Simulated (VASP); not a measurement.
# SnTe (Fm-3m) in VASP: further runs

Runs on SnTe. Level: PBE. Tasks: single point.

Program: VASP 6.6.1. These are calculated values, not measurements. Logs are shortened: lines on timing, memory, paths and dates and some standing lists are left out, and cuts for length are marked.

**1. The structure**

The structure is cubic, space group Fm-3m (No. 225). The conventional cell has a = 6.302 Å, b = 6.302 Å, c = 6.302 Å, α = 90.00°, β = 90.00°, γ = 90.00°. Te (site symmetry m-3m) has 6 Sn at 3.15 Å as nearest neighbours. Sn (site symmetry m-3m) has 6 Te at 3.15 Å as nearest neighbours.

**2. Single point, PBE**

INCAR

```
SYSTEM = SnTe
ADDGRID  = .False.      
ALGO     = Normal         ! electronic algorithm
EDIFF    = 1E-7           ! SCF threshold, eV
ENCUT    = 460            ! plane-wave cutoff, eV
GGA      = PE             ! functional
ISIF     = 2              ! what is computed and relaxed
ISMEAR   = -5             ! smearing method
LASPH    = .True.         ! aspherical terms in the spheres
LCHARG   = .False.        ! write CHGCAR
LREAL    = .False.        ! projectors in reciprocal space
LWAVE    = .False.        ! write WAVECAR
NELM     = 100            ! most SCF steps
PREC     = Accurate       ! precision mode
SIGMA    = 0.05           ! smearing width, eV
```

KPOINTS

```
k-points
0
Gamma
  9 9 9
  0 0 0
```

POSCAR

```
SnTe
1.0
    0.0000000000      3.1508500000      3.1508500000
    3.1508500000      0.0000000000      3.1508500000
    3.1508500000      3.1508500000      0.0000000000
Te Sn
1 1
Direct
    0.5000000000      0.5000000000      0.5000000000
    0.0000000000      0.0000000000      0.0000000000
```

Potentials or basis: VASP PAW PBE potentials, release 64 (Te, Sn_d).

Launch:

```sh
$ cat potpaw_PBE.64/Te/POTCAR potpaw_PBE.64/Sn_d/POTCAR > POTCAR
$ mpirun -np 1 vasp_std > vasp.out
```

OUTCAR:

```text
SYSTEM = SnTe
   EDIFF = 1E-7
   ENCUT = 460
   GGA = PE
   ISIF = 2
   ISMEAR = -5
   LASPH = .True.
   LREAL = .False.
   NELM = 100
   PREC = Accurate

 Found     35 irreducible k-points:

 Following reciprocal coordinates:
            Coordinates               Weight
  0.000000  0.000000  0.000000      1.000000
  0.111111  0.000000  0.000000      8.000000
  0.222222  0.000000  0.000000      8.000000
  0.333333  0.000000  0.000000      8.000000
  0.444444  0.000000  0.000000      8.000000
  0.111111  0.111111  0.000000      6.000000
   k-points           NKPTS =     35   k-points in BZ     NKDIM =     35   number of bands    NBANDS=     14
   number of dos      NEDOS =    301   number of ions     NIONS =      2
   total plane-waves  NPLWV =  32768
   dimension x,y,z NGX =    32 NGY =   32 NGZ =   32
   dimension x,y,z NGXF=    64 NGYF=   64 NGZF=   64
   ions per type =               1   1
   NGX,Y,Z   is equivalent  to a cutoff of  11.94, 11.94, 11.94 a.u.
   NGXF,Y,Z  is equivalent  to a cutoff of  23.88, 23.88, 23.88 a.u.
 SYSTEM =  SnTe
   PREC   = accura    normal or accurate (medium, high low for compatibility)
   ISTART =      0    job   : 0-new  1-cont  2-samecut
   ICHARG =      2    charge: 1-file 2-atom 10-const
   ISPIN  =      1    spin polarized calculation?
   LNONCOLLINEAR =      F non collinear calculations
   LSORBIT =      F    spin-orbit coupling
   LASPH  =      T    aspherical Exc in radial PAW
   ENCUT  =  460.0 eV  33.81 Ry    5.81 a.u.   7.79  7.79  7.79*2*pi/ulx,y,z
   NELM   =    100;   NELMIN=  2; NELMDL= -5     # of ELM steps
   EDIFF  = 0.1E-06   stopping-criterion for ELM
   LREAL  =      F    real-space projection
   EDIFFG = 0.1E-05   stopping-criterion for IOM
   NSW    =      0    number of steps for IOM
   IBRION =     -1    ionic relax: 0-MD 1-quasi-New 2-CG
   NFREE  =      0    steps in history (QN), initial steepest desc. (CG)
   ISIF   =      2    stress and relaxation
   ISYM   =      2    0-nonsym 1-usesym 2-fastsym
   POTIM  = 0.5000    time-step for ionic-motion
   TEBEG  =    0.0;   TEEND  =   0.0 temperature during run
   PSTRESS=    0.0 pullay stress
   NELECT =      20.0000    total number of electrons
   NUPDOWN=      -1.0000    fix difference up-down
   EMIN   =  10.00;   EMAX   =-10.00  energy-range for DOS
   EFERMI =   0.00;   METHOD = LEGACY
   ISMEAR =    -5;   SIGMA  =   0.05  broadening in eV -4-tet -1-fermi 0-gaus
   EFERMI_NEDOS =   21; number of points for ismear=-14 and -15
   IALGO  =     38    algorithm
   IMIX   =      4    mixing-type and parameters
     AMIX     =   0.40;   BMIX     =  1.00
     AMIX_MAG =   1.60;   BMIX_MAG =  1.00
  volume/ion in A,a.u.               =      31.28       211.10
  Fermi-wavevector in a.u.,A,eV,Ry     =   1.119387  2.115336 17.048485  1.253028
  Thomas-Fermi vector in A             =   2.256026
   LORBIT       =      0    0 simple, 1 ext, 2 COOP (PROOUT), +10 PAW based schemes
   GGA     = PE    functional components
   LHFCALC =     F    Hartree Fock is set to
   AEXX    =    0.0000 exact exchange contribution
   IVDW    =     0    specifies the selected vdW correction
   LEPSILON=     F    determine dielectric tensor
   LRPA    =     F    only Hartree local field effects (RPA)
 non-spin polarized calculation
 Fermi weights with tetrahedron method with Bloechl corrections
  energy-cutoff  :      460.00
  volume of cell :       62.56
 maximum number of plane-waves:      1420
   NGX = 15   NGY = 15   NGZ = 15

 number of electron      20.0000011 magnetization

 Free energy of the ion-electron system (eV)
  ---------------------------------------------------
  ext. energy  EPLUGINS =         0.00000000
  ---------------------------------------------------
  free energy    TOTEN  =        -7.54460431 eV

  energy without entropy =       -7.54460431  energy(sigma->0) =       -7.54460431

 E-fermi :   6.8119     XC(G=0):  -9.4946

 val. band max:        6.7781039679   @ k =   0.4444   0.0000   0.0000
 cond. band min:       7.2938973869   @ k =   0.4444   0.0000   0.0000
 fundamental gap:      0.5157934190
 Fermi energy:         6.8119494125

 k-point     1 :       0.0000    0.0000    0.0000
  band No.  band energies     occupation
      1     -14.9455      2.00000
      2     -14.9455      2.00000
      3     -14.9397      2.00000
      4     -14.9397      2.00000
      5     -14.9397      2.00000
      6      -5.8467      2.00000
      7       2.2810      2.00000
      8       4.8127      2.00000
      9       4.8127      2.00000
     10       4.8127      2.00000
     11      10.3086      0.00000
     12      10.3086      0.00000
     13      10.3086      0.00000
     14      11.7078      0.00000

 k-point     2 :       0.1111    0.0000    0.0000
  band No.  band energies     occupation
      1     -14.9459      2.00000
      2     -14.9459      2.00000
      3     -14.9395      2.00000
      4     -14.9390      2.00000
      5     -14.9390      2.00000
      6      -5.7425      2.00000
      7       1.6960      2.00000
      8       4.8306      2.00000
      9       4.8306      2.00000
     10       5.2301      2.00000
     11       9.7456      0.00000
     12       9.7456      0.00000
     13       9.7745      0.00000
     14      11.6492      0.00000

 k-point     3 :       0.2222    0.0000    0.0000
  band No.  band energies     occupation
      1     -14.9474      2.00000
      2     -14.9474      2.00000
      3     -14.9390      2.00000
      4     -14.9370      2.00000
      5     -14.9370      2.00000
      6      -5.4442      2.00000
      7       0.5767      2.00000
      8       4.8942      2.00000
      9       4.8942      2.00000
     10       5.8721      2.00000
     11       8.7640      0.00000
     12       8.7640      0.00000
     13       8.8299      0.00000
     14      11.9184      0.00000

 k-point     4 :       0.3333    0.0000    0.0000
  band No.  band energies     occupation
      1     -14.9493      2.00000
      2     -14.9493      2.00000
      3     -14.9385      2.00000
      4     -14.9345      2.00000
      5     -14.9345      2.00000
      6      -5.0129      2.00000
      7      -0.5236      2.00000
      8       5.0106      2.00000
      9       5.0106      2.00000
     10       6.3599      2.00000
     11       7.9097      0.00000
     12       7.9097      0.00000
     13       7.9686      0.00000
     14      12.8282      0.00000

 k-point     5 :       0.4444    0.0000    0.0000
  band No.  band energies     occupation
      1     -14.9505      2.00000
      2     -14.9505      2.00000
      3     -14.9381      2.00000
      4     -14.9329      2.00000
      5     -14.9329      2.00000
      6      -4.6292      2.00000
      7      -1.2689      2.00000
      8       5.1287      2.00000
      9       5.1287      2.00000
     10       6.7781      2.00000
     11       7.2939      0.00000
     12       7.3960      0.00000
     13       7.3960      0.00000
     14      14.2298      0.00000

 k-point     6 :       0.1111    0.1111    0.0000
  band No.  band energies     occupation
      1     -14.9472      2.00000
      2     -14.9449      2.00000
      3     -14.9401      2.00000
      4     -14.9385      2.00000
      5     -14.9385      2.00000
      6      -5.7080      2.00000
      7       1.6306      2.00000
      8       4.5681      2.00000
      9       4.5681      2.00000
     10       5.7674      2.00000
     11       8.6307      0.00000
     12      10.3574      0.00000
     13      10.3574      0.00000
     14      11.0410      0.00000

 [... further k-points ...]

------------------------ aborting loop because EDIFF is reached ----------------------------------------

  FORCE on cell =-STRESS in cart. coord.  units (eV):
  Direction    XX          YY          ZZ          XY          YZ          ZX
  --------------------------------------------------------------------------------------
  -------------------------------------------------------------------------------------
  Total        0.8947631      0.8947631      0.8947631      0.0000000      0.0000000      0.0000000
  in kB       22.9142414     22.9142414     22.9142414      0.0000000      0.0000000      0.0000000
  external PRESSURE =      22.9142414 kB  Pullay stress =       0.0000000 kB

 VOLUME and BASIS-vectors are now :
 -----------------------------------------------------------------------------
  energy-cutoff  :      460.00
  volume of cell :       62.56
      direct lattice vectors                 reciprocal lattice vectors
     0.000000000  3.150850000  3.150850000    -0.158687338  0.158687338  0.158687338
     3.150850000  0.000000000  3.150850000     0.158687338 -0.158687338  0.158687338
     3.150850000  3.150850000  0.000000000     0.158687338  0.158687338 -0.158687338

 POSITION                                       TOTAL-FORCE (eV/Angst)
 -----------------------------------------------------------------------------------
      3.15085      3.15085      3.15085         0.000000     -0.000000     -0.000000
      0.00000      0.00000      0.00000        -0.000000      0.000000      0.000000
 -----------------------------------------------------------------------------------
    total drift:                                0.000000     -0.000000     -0.000000

  FREE ENERGIE OF THE ION-ELECTRON SYSTEM (eV)
  ---------------------------------------------------
  free  energy   TOTEN  =        -7.5446043088 eV

  energy  without entropy=       -7.5446043088  energy(sigma->0) =       -7.54460431
```

Run time: 12 s. Hardware: 1 thread of Intel Xeon Platinum 8488C (Sapphire Rapids), shared host; peak memory 0.18 GiB.

These settings aren't checked as converged: the numbers below hold their error.

What came out:

| Property | Result |
| --- | --- |
| Free energy | -7.5446 eV |
| Pressure | 2.3 GPa |

Caveat: this odd mesh misses L, where the gap lies, so gap, dielectric constants and Born charges aren't listed.

(Continued in part 2 of 2.)
